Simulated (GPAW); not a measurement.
# BN in GPAW: convergence with density grid spacing (A)

Input of the first run (density grid spacing (A) 0.2); the others differ in this setting and in those tied to it:

run.py

```python
from ase.dft.bandgap import bandgap
from ase.io import read, write
from ase.units import GPa
from gpaw import GPAW, PW

atoms = read('POSCAR')

calc = GPAW(mode=PW(800),
            h=0.2,
            xc='PBE',
            kpts={'size': (9, 9, 3), 'gamma': True},
            occupations={'name': 'fermi-dirac', 'width': 0.05},
            nbands=18,
            convergence={'density': 1e-05, 'energy': 1e-05},
            maxiter=100,
            txt='gpaw.txt')
atoms.calc = calc
energy = atoms.get_potential_energy()
forces = atoms.get_forces()
stress = atoms.get_stress()
calc.write('gs.gpw')
write('result.traj', atoms)
print(f'Energy: {energy:.6f} eV')
print('Forces (eV/A):')
print(forces.round(4))
print('Stress (GPa):', (stress / GPa).round(3))
print('Fermi level:', round(calc.get_fermi_level(), 4), 'eV')
print(f'Gap: {bandgap(calc)[0]:.4f} eV, direct: {bandgap(calc, direct=True)[0]:.4f} eV')
```

Contents of POSCAR:

```
BN
1.0
    2.4982400000      0.0000000000      0.0000000000
   -1.2491200000      2.1635393048      0.0000000000
    0.0000000000      0.0000000000      6.6357000000
N B
2 2
Direct
    0.6666666667      0.3333333333      0.2500000000
    0.3333333333      0.6666666667      0.7500000000
    0.6666666667      0.3333333333      0.7500000000
    0.3333333333      0.6666666667      0.2500000000
```

Potentials or basis: GPAW PAW data sets (gpaw-data 1.2.1), pw.

Launch:

```sh
$ OMP_NUM_THREADS=1 python run.py
```

Hardware: 1 thread of Arm Neoverse V2, with other jobs on the host.

```tsv
density grid spacing (A)	energy less the tightest run, at zero smearing (meV/atom)	pressure (GPa)	largest force (eV/Å)	SCF cycles	CPU time (s)	peak memory (GiB)
0.24	refused	-	-	-	-	-
0.2	-2.05	4.27	0.166	10	12	0.16
0.17	-0.60	4.38	0.000	10	12	0.16
0.15	0.15	4.33	0.002	10	19	0.16
0.13	0.09	4.33	0.000	10	19	0.18
0.11	0.03	4.33	0.000	10	33	0.21
0.09	0.00	4.33	0.000	10	51	0.26
```

Against the tightest run, the energy stays within 1 meV/atom from 0.17 on; the pressure stays within 0.1 GPa from 0.2 on; the largest force stays within 0.005 eV/Å from 0.17 on. The tightest run that finished is the yardstick and may itself not be fully converged.

Caveat, for the tightest run too: an odd mesh through Γ misses points on the zone boundary, where band edges often lie; this functional lacks dispersion, which binds the layers, so the pressure and a relaxed spacing across them are unreliable.
